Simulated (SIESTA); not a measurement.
# A self-consistent single point of CoSb₃ (Im-3, 16 atoms in the cell) with SIESTA

Method: SIESTA with GGA PBE, numerical atomic orbitals DZP, PseudoDojo PBE standard norm-conserving potentials (rewritten from UPF to PSML).

The input file:

```
# files in the folder: Co.psml Sb.psml (PseudoDojo PBE standard)
SystemName  CoSb3
SystemLabel CoSb3

NumberOfAtoms                16
NumberOfSpecies              2
%block ChemicalSpeciesLabel
  1 27 Co
  2 51 Sb
%endblock ChemicalSpeciesLabel
LatticeConstant              1.0 Bohr
%block LatticeVectors
    -8.639565170    8.639565170    8.639565170
     8.639565170   -8.639565170    8.639565170
     8.639565170    8.639565170   -8.639565170
%endblock LatticeVectors
AtomicCoordinatesFormat      Ang
%block AtomicCoordinatesAndAtomicSpecies
     2.285930500    2.285930500   -2.285930500  1
     2.285930500    2.285930500    2.285930500  1
     2.285930500   -2.285930500    2.285930500  1
    -2.285930500    2.285930500    2.285930500  1
    -1.519229410    4.571861000    3.120386570  2
     6.091090410   -0.000000000    1.451474430  2
     1.519229410    4.571861000    3.120386570  2
     3.052631590    0.000000000    1.451474430  2
     3.120386570   -1.519229410    4.571861000  2
     1.451474430    6.091090410    0.000000000  2
     3.120386570    1.519229410    4.571861000  2
     1.451474430    3.052631590    0.000000000  2
     4.571861000    3.120386570   -1.519229410  2
    -0.000000000    1.451474430    6.091090410  2
     4.571861000    3.120386570    1.519229410  2
    -0.000000000    1.451474430    3.052631590  2
%endblock AtomicCoordinatesAndAtomicSpecies

XC.functional                GGA
XC.authors                   PBE
PAO.BasisSize                DZP
PAO.EnergyShift              0.01 Ry
MeshCutoff                   350 Ry
%block kgrid.MonkhorstPack
    4   0   0  0.0
    0   4   0  0.0
    0   0   4  0.0
%endblock kgrid.MonkhorstPack
OccupationFunction           FD
ElectronicTemperature        0.1 eV

MaxSCFIterations             150
SCF.Mixer.Method             Pulay
SCF.Mixer.Weight             0.2
SCF.Mixer.History            6
SCF.DM.Tolerance             1.0E-05
Diag.ParallelOverK           true
WriteForces                  true
```

The program printed (abridged):

```
reinit: Reading from file input.fdf

reinit: System Name: CoSb3
reinit: System Label: CoSb3

coor:   Atomic-coordinates input format  =     Cartesian coordinates
coor:                                          (in Angstroms)

siesta: Atomic coordinates (Bohr) and species
siesta:      4.31978   4.31978  -4.31978  1        1
siesta:      4.31978   4.31978   4.31978  1        2
siesta:      4.31978  -4.31978   4.31978  1        3
siesta:     -4.31978   4.31978   4.31978  1        4
siesta:     -2.87093   8.63957   5.89668  2        5
siesta:     11.51049  -0.00000   2.74289  2        6
siesta:      2.87093   8.63957   5.89668  2        7
siesta:      5.76864   0.00000   2.74289  2        8
siesta:      5.89668  -2.87093   8.63957  2        9
siesta:      2.74289  11.51049   0.00000  2       10
siesta:      5.89668   2.87093   8.63957  2       11
siesta:      2.74289   5.76864   0.00000  2       12
siesta:      8.63957   5.89668  -2.87093  2       13
siesta:     -0.00000   2.74289  11.51049  2       14
siesta:      8.63957   5.89668   2.87093  2       15
siesta:     -0.00000   2.74289   5.76864  2       16

siesta: System type = bulk

initatomlists: Number of atoms, orbitals, and projectors:     16   292   456

siesta: ******************** Simulation parameters ****************************
redata: Spin configuration                          = none
redata: Time-Reversal Symmetry                      = T
redata: Number of Atomic Species                    =        2
redata: Mesh Cutoff                                 =   350.0000 Ry
redata: Net charge of the system                    =     0.0000 |e|
redata: Min. number of SCF Iter                     =        0
redata: Max. number of SCF Iter                     =      150
redata: SCF convergence failure will abort job
redata: SCF mix quantity                            = Hamiltonian
redata: Mix DM or H after convergence               =   F
   [... lines left out ...]
diag: Parallel distribution                         =     1 x     1
diag: Used triangular part                          = Lower
diag: Absolute tolerance                            =  0.100E-15
diag: Orthogonalization factor                      =  0.100E-05
diag: Memory factor                                 =  1.0000

superc: Internal auxiliary supercell:     5 x     5 x     5  =     125
superc: Number of atoms, orbitals, and projectors:   2000  36500  57000

                        Single-point calculation

superc: Internal auxiliary supercell:     5 x     5 x     5  =     125
superc: Number of atoms, orbitals, and projectors:   2000  36500  57000

outcell: Unit cell vectors (Ang):
       -4.571861    4.571861    4.571861
        4.571861   -4.571861    4.571861
        4.571861    4.571861   -4.571861

outcell: Cell vector modules (Ang)   :    7.918696    7.918696    7.918696
outcell: Cell angles (23,13,12) (deg):    109.4712    109.4712    109.4712
outcell: Cell volume (Ang**3)        :    382.2426
new_DM -- step:     1
Initializing Density Matrix...

Attempting to read DM from file... Failed...
DM filled with atomic data:

InitMesh: MESH = 80 x 80 x 80 = 512000
InitMesh: Mesh cutoff (required, used) =   350.000   423.122 Ry

stepf: Fermi-Dirac step function
        iscf     Eharris(eV)        E_KS(eV)     FreeEng(eV)     dDmax    Ef(eV) dHmax(eV)
   scf:    1   -46146.667901   -46272.913620   -46272.939632  1.803259 -2.455911 28.339776
   scf:    2   -45965.610835   -46250.832445   -46251.038643  0.541965 -4.059190 31.196714
   scf:    3   -46359.527758   -46333.279629   -46333.326361  0.219737 -3.564685  3.692354
   scf:    4   -46281.570254   -46320.333348   -46320.367881  0.258768 -3.133774 13.631413
   scf:    5   -46308.786240   -46331.498714   -46331.560934  0.169969 -3.771963  7.206090
   scf:    6   -46327.072109   -46334.440303   -46334.476297  0.097902 -3.462671  4.308832
   scf:    7   -46336.052456   -46335.337105   -46335.374533  0.012746 -3.508716  2.875803
   scf:    8   -46336.180666   -46335.854846   -46335.894298  0.012941 -3.554893  1.182425
   scf:    9   -46335.990226   -46335.969733   -46336.011183  0.008090 -3.586577  0.081330
   scf:   10   -46335.969841   -46335.970045   -46336.011698  0.000688 -3.588703  0.005400
   scf:   11   -46335.969911   -46335.969980   -46336.011715  0.000220 -3.588233  0.003833
   scf:   12   -46335.969877   -46335.969929   -46336.011718  0.000148 -3.588200  0.001146
   scf:   13   -46335.969918   -46335.969923   -46336.011718  0.000018 -3.588207  0.000270
   scf:   14   -46335.969921   -46335.969922   -46336.011718  0.000012 -3.588193  0.000309
   scf:   15   -46335.969921   -46335.969922   -46336.011718  0.000005 -3.588191  0.000348
SCF Convergence by DM+H criterion
max |DM_out - DM_in|         :     0.0000051026
max |H_out - H_in|      (eV) :     0.0003479939
SCF cycle converged after 15 iterations

Using DM_out to compute the final energy and forces

siesta: E_KS(eV) =           -46335.9699

siesta: E_KS - E_eggbox =    -46335.9699

siesta: Atomic forces (eV/Ang):
     1   -0.000000    0.000000   -0.000000
     2    0.000000    0.000000    0.000000
     3    0.000000   -0.000000    0.000000
     4   -0.000000    0.000000    0.000000
     5   -0.180522    0.000252   -0.145611
     6    0.180522   -0.000252    0.145611
     7    0.180337   -0.000009   -0.145542
     8   -0.180337    0.000009    0.145542
     9   -0.145607   -0.180517    0.000240
    10    0.145607    0.180517   -0.000240
    11   -0.145548    0.180342    0.000003
    12    0.145548   -0.180342   -0.000003
    13    0.000229   -0.145612   -0.180522
    14   -0.000229    0.145612    0.180522
    15   -0.000009   -0.145542    0.180337
    16    0.000009    0.145542   -0.180337
   Tot   -0.000000   -0.000000    0.000000
   Max    0.180522
   Res    0.115918    sqrt( Sum f_i^2 / 3N )
   Max    0.180522    constrained

Stress tensor Voigt[x,y,z,yz,xz,xy] (kbar):        5.94        5.94        5.94        0.29        0.29        0.29
(Free)E + p*V (eV/cell)   -46337.4289
Target enthalpy (eV/cell)   -46336.0117

siesta: Program's energy decomposition (eV):
siesta: Ebs     =     -6932.715140
siesta: Eions   =     46969.584494
siesta: Ena     =      3903.116130
siesta: Ekin    =     24774.292273
siesta: Enl     =    -17691.309332
siesta: Eso     =         0.000000
siesta: Edftu   =         0.000000
siesta: DEna    =       103.301318
siesta: DUscf   =         5.845323
siesta: DUext   =         0.000000
siesta: Ex      =     -9893.296236
siesta: Ec      =      -568.334903
siesta: Exc     =    -10461.631139
siesta: Eharris =    -46335.969921
siesta: Etot    =    -46335.969922
siesta: FreeEng =    -46336.011718

siesta: Atomic forces (eV/Ang):
siesta:      1   -0.000000    0.000000   -0.000000
siesta:      2    0.000000    0.000000    0.000000
siesta:      3    0.000000   -0.000000    0.000000
siesta:      4   -0.000000    0.000000    0.000000
siesta:      5   -0.180522    0.000252   -0.145611
siesta:      6    0.180522   -0.000252    0.145611
siesta:      7    0.180337   -0.000009   -0.145542
siesta:      8   -0.180337    0.000009    0.145542
siesta:      9   -0.145607   -0.180517    0.000240
siesta:     10    0.145607    0.180517   -0.000240
siesta:     11   -0.145548    0.180342    0.000003
siesta:     12    0.145548   -0.180342   -0.000003
siesta:     13    0.000229   -0.145612   -0.180522
siesta:     14   -0.000229    0.145612    0.180522
siesta:     15   -0.000009   -0.145542    0.180337
siesta:     16    0.000009    0.145542   -0.180337
siesta: ----------------------------------------
siesta:    Tot   -0.000000   -0.000000    0.000000

siesta: Stress tensor (static) (eV/Ang**3):
siesta:     0.003707    0.000181    0.000181
siesta:     0.000181    0.003707    0.000181
siesta:     0.000181    0.000181    0.003707

siesta: Cell volume =        382.242564 Ang**3

siesta: Pressure (static):
siesta:                Solid            Molecule  Units
siesta:          -0.00004038         -0.00005783  Ry/Bohr**3
siesta:          -0.00370748         -0.00530974  eV/Ang**3
siesta:          -5.94004260         -8.50713660  kBar
```

The run converged in 15 iterations.

The starting cell comes from a database of computed structures (which also holds hypothetical and non-ambient phases and stackings), without a prior relaxation at this level. Its lattice was rescaled by a random factor within 2.5 % of one. Spin polarisation is off. Values carry the incompleteness of an atom-centred basis.

Cost on one core of a shared machine: roughly 90 s.
